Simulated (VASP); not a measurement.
Input of a VASP 6.6.1 run:

INCAR

```
PREC = Accurate
ENCUT = 520
EDIFF = 1E-6
ISMEAR = -1
SIGMA = 0.02
LREAL = Auto
LASPH = T
NELM = 80
ALGO = Normal
ISIF = 2
LWAVE = F
LCHARG = F
GGA = PE
IVDW = 12
NBANDS = 36
```

Contents of KPOINTS:

```
regular mesh
0
Gamma
  1 1 1
```

The input POSCAR:

```
H10CO5
1.0
    5.4614380000      0.0000000000      0.0000000000
    0.0000000000      5.4614380000      0.0000000000
    0.0000000000      0.0000000000      5.4614380000
O H C
5 10 1
Direct
    0.7295880682      0.7304852678      1.1144866975
    0.1922204372      0.1104287918      0.5684400336
    0.8251306707      0.4465307489      0.6935536025
    0.5053797187      0.1471224245     -0.0727280984
    0.1764370483      0.4205302706      0.1875513372
    0.6479429044      0.8618426136      1.0228807871
    0.7647985750      0.6101140396      0.9748897635
    0.0789352548      0.2211871672      0.6325806500
    0.1498506437      0.1107217550      0.4028243111
    0.6989184900      0.3241087787      0.7224470918
    0.7733677467      0.5275167456      0.5405352949
    0.3863817551      0.2394607428      0.0209285540
    0.4233500408      0.0974102425     -0.2231280480
    0.2238055252      0.7820284694      0.1983543528
    0.2207111021      0.6200015454      0.4949612172
    0.2079672057      0.6141605929      0.2966617949
```

Potentials or basis: VASP PAW PBE potentials, release 64 (O, H, C).

Launch:

```sh
$ cat potpaw_PBE.64/O/POTCAR potpaw_PBE.64/H/POTCAR potpaw_PBE.64/C/POTCAR > POTCAR
$ mpirun -np 1 vasp_gam > vasp.out
```

(1) What does it give for the band gap on the k mesh?

(2) Predict the pressure.

(3) Predict the largest force.

Answers

(1) 3.67 eV, direct.

(2) 2.9 GPa.

(3) 3.032 eV/Å.

Caveat: the standard files for N, O and F lose accuracy on very short bonds.
